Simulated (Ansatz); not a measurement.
CaF2:
```
CELL_PARAMETERS angstrom
      0.00000     2.71041     2.71041
      2.71041     0.00000     2.71041
      2.71041     2.71041     0.00000
ATOMIC_POSITIONS crystal
  Ca 0.00000 0.00000 0.00000
  F  0.75000 0.75000 0.75000
  F  0.25000 0.25000 0.25000
```

Relaxed with PBEsol.

Task: Decompose the optical modes at the zone centre into irreducible representations, and say which are infrared and Raman allowed.

Result: Point group m-3m: Γ_opt = T1u + T2g. Infrared: T1u. Raman: T2g.

Task: Assign frequencies (DFPT, PBEsol in the plane-wave PAW code Ansatz; without the LO–TO term).

Result: T1u 249, T2g 319 cm⁻¹.

Space group Fm-3m (fluorite). The PBEsol relaxation kept the symmetry of its start; phonons on a q-mesh show no instability.

Potentials: the later of the program's two PAW sets.
